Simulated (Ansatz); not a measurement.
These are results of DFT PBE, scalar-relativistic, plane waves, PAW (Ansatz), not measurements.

Structure of Ge:

```
CELL_PARAMETERS angstrom
-2.60330 2.60330 1.42324
2.60330 -2.60330 1.42324
2.60330 2.60330 -1.42324
ATOMIC_POSITIONS crystal
Ge 0.25000 0.75000 0.50000
Ge 0.50000 0.50000 0.00000
```

Plane waves to 420 eV, a k mesh through Γ of 16×16×16 on the computed 2-atom cell and Gaussian smearing (0.10 eV); no spin polarisation.

Levels along Γ–X–M–Γ–Z | Z0–M | X–P–N–Γ, in eV from the Fermi level, sorted by energy at each point. Points in fractions of the primitive reciprocal vectors: Γ (0.000 0.000 0.000), X (0.000 0.000 0.500), M (-0.500 0.500 0.500), Z (0.325 0.325 -0.325), Z0 (-0.325 0.675 0.325), P (0.250 0.250 0.250), N (0.000 0.500 0.000).
| point | k (1/Å, with 2π) | band 11 | band 12 | band 13 | band 14 | band 15 | band 16 | band 17 |
| --- | --- | --- | --- | --- | --- | --- | --- | --- |
| Γ | 0.000 | -12.99 | -4.14 | -2.22 | -2.22 | 3.37 | 7.37 | 7.37 |
| - | 0.122 | -12.94 | -4.63 | -2.16 | -1.86 | 3.65 | 6.66 | 7.06 |
| - | 0.244 | -12.77 | -5.59 | -1.98 | -1.24 | 4.46 | 5.61 | 6.33 |
| - | 0.366 | -12.50 | -6.64 | -1.69 | -0.65 | 4.50 | 5.41 | 5.70 |
| - | 0.488 | -12.12 | -7.67 | -1.27 | -0.09 | 3.42 | 4.45 | 7.25 |
| - | 0.610 | -11.62 | -8.64 | -0.74 | 0.50 | 2.41 | 3.52 | 7.21 |
| - | 0.731 | -11.03 | -9.53 | -0.11 | 1.15 | 1.48 | 2.65 | 7.13 |
| X | 0.853 | -10.33 | -10.33 | 0.63 | 0.63 | 1.86 | 1.86 | 7.13 |
| - | 0.975 | -10.28 | -10.28 | -0.31 | -0.31 | 2.88 | 2.88 | 7.05 |
| - | 1.097 | -10.13 | -10.13 | -1.58 | -1.58 | 4.38 | 4.38 | 6.87 |
| - | 1.219 | -9.89 | -9.89 | -2.78 | -2.78 | 5.75 | 5.75 | 6.83 |
| - | 1.341 | -9.57 | -9.57 | -3.85 | -3.85 | 6.07 | 6.07 | 7.84 |
| - | 1.463 | -9.21 | -9.21 | -4.76 | -4.76 | 5.95 | 5.95 | 9.20 |
| - | 1.585 | -8.89 | -8.89 | -5.41 | -5.41 | 5.85 | 5.85 | 10.23 |
| M | 1.707 | -8.74 | -8.74 | -5.67 | -5.67 | 5.81 | 5.81 | 10.62 |
| - | 1.879 | -9.32 | -8.64 | -5.56 | -4.87 | 5.87 | 5.89 | 9.54 |
| - | 2.051 | -10.32 | -8.31 | -5.24 | -3.20 | 5.97 | 6.15 | 7.50 |
| - | 2.224 | -11.26 | -7.77 | -4.73 | -1.17 | 4.77 | 6.55 | 6.72 |
| - | 2.396 | -12.01 | -7.01 | -4.05 | 1.08 | 2.61 | 7.04 | 7.06 |
| - | 2.569 | -12.55 | -6.04 | -3.27 | 0.56 | 3.47 | 5.26 | 7.47 |
| - | 2.741 | -12.88 | -4.92 | -2.55 | -1.22 | 3.90 | 5.81 | 7.47 |
| Γ | 2.913 | -12.99 | -4.14 | -2.22 | -2.22 | 3.37 | 7.37 | 7.37 |
| - | 3.118 | -12.84 | -4.00 | -2.08 | -2.08 | 3.52 | 6.23 | 6.35 |
| - | 3.323 | -12.37 | -3.59 | -1.69 | -1.69 | 3.73 | 3.80 | 3.97 |
| - | 3.528 | -11.60 | -2.95 | -1.13 | -1.13 | 1.31 | 1.32 | 4.72 |
| - | 3.733 | -10.53 | -2.49 | -0.90 | -0.75 | -0.75 | -0.37 | 3.60 |
| - | 3.937 | -9.24 | -3.58 | -2.72 | -1.21 | -1.21 | 0.10 | 3.59 |
| - | 4.142 | -7.94 | -5.12 | -3.90 | -2.33 | -2.33 | 1.65 | 4.76 |
| Z | 4.347 | -7.46 | -6.44 | -3.62 | -3.49 | -3.49 | 3.58 | 6.48 |
| Z0 | 4.347 | -7.46 | -6.44 | -3.62 | -3.49 | -3.49 | 3.58 | 6.48 |
| - | 4.457 | -7.64 | -7.04 | -4.05 | -4.05 | -2.76 | 4.74 | 7.51 |
| - | 4.568 | -7.93 | -7.54 | -4.53 | -4.53 | -1.62 | 5.93 | 8.54 |
| - | 4.679 | -8.22 | -7.96 | -4.93 | -4.93 | -0.30 | 7.09 | 9.45 |
| - | 4.789 | -8.46 | -8.29 | -5.25 | -5.25 | 1.13 | 8.01 | 10.11 |
| - | 4.900 | -8.63 | -8.52 | -5.48 | -5.48 | 2.65 | 8.16 | 10.46 |
| - | 5.010 | -8.73 | -8.68 | -5.62 | -5.62 | 4.23 | 7.25 | 10.59 |
| M | 5.121 | -8.74 | -8.74 | -5.67 | -5.67 | 5.81 | 5.81 | 10.62 |
| X | 5.121 | -10.33 | -10.33 | 0.63 | 0.63 | 1.86 | 1.86 | 7.13 |
| - | 5.278 | -10.24 | -10.24 | 0.68 | 0.68 | 1.95 | 1.95 | 6.01 |
| - | 5.436 | -9.97 | -9.97 | 0.76 | 0.76 | 2.19 | 2.19 | 4.19 |
| - | 5.594 | -9.52 | -9.52 | 0.47 | 0.47 | 2.57 | 2.57 | 2.91 |
| - | 5.751 | -8.90 | -8.90 | -0.74 | -0.74 | 2.76 | 2.76 | 3.15 |
| - | 5.909 | -8.14 | -8.14 | -2.24 | -2.24 | 3.25 | 3.25 | 3.78 |
| - | 6.067 | -7.34 | -7.34 | -3.54 | -3.54 | 3.82 | 3.82 | 4.37 |
| P | 6.224 | -6.90 | -6.90 | -4.16 | -4.16 | 4.09 | 4.09 | 4.66 |
| - | 6.311 | -7.17 | -6.63 | -4.35 | -3.86 | 3.35 | 4.27 | 4.51 |
| - | 6.397 | -7.42 | -6.41 | -4.41 | -3.50 | 2.44 | 4.00 | 4.78 |
| - | 6.483 | -7.64 | -6.28 | -4.27 | -3.09 | 1.50 | 3.79 | 4.34 |
| - | 6.569 | -7.81 | -6.24 | -3.94 | -2.68 | 0.59 | 3.63 | 3.67 |
| - | 6.655 | -7.93 | -6.25 | -3.48 | -2.30 | -0.25 | 3.08 | 3.51 |
| - | 6.742 | -8.00 | -6.27 | -2.98 | -2.02 | -0.97 | 2.66 | 3.44 |
| N | 6.828 | -8.03 | -6.28 | -2.69 | -1.91 | -1.33 | 2.50 | 3.41 |
| - | 7.008 | -8.86 | -5.48 | -2.83 | -1.46 | -1.28 | 2.82 | 3.44 |
| - | 7.187 | -10.05 | -4.83 | -2.09 | -1.73 | -0.12 | 3.12 | 3.64 |
| - | 7.367 | -11.09 | -4.78 | -1.98 | -0.30 | 1.13 | 2.17 | 4.71 |
| - | 7.547 | -11.92 | -4.75 | -2.14 | 0.24 | 2.09 | 3.21 | 5.09 |
| - | 7.726 | -12.51 | -4.59 | -2.21 | -0.91 | 4.24 | 4.39 | 5.02 |
| - | 7.906 | -12.87 | -4.32 | -2.23 | -1.83 | 3.60 | 6.44 | 6.86 |
| Γ | 8.086 | -12.99 | -4.14 | -2.22 | -2.22 | 3.37 | 7.37 | 7.37 |

This form isn't the element's structure at ambient conditions.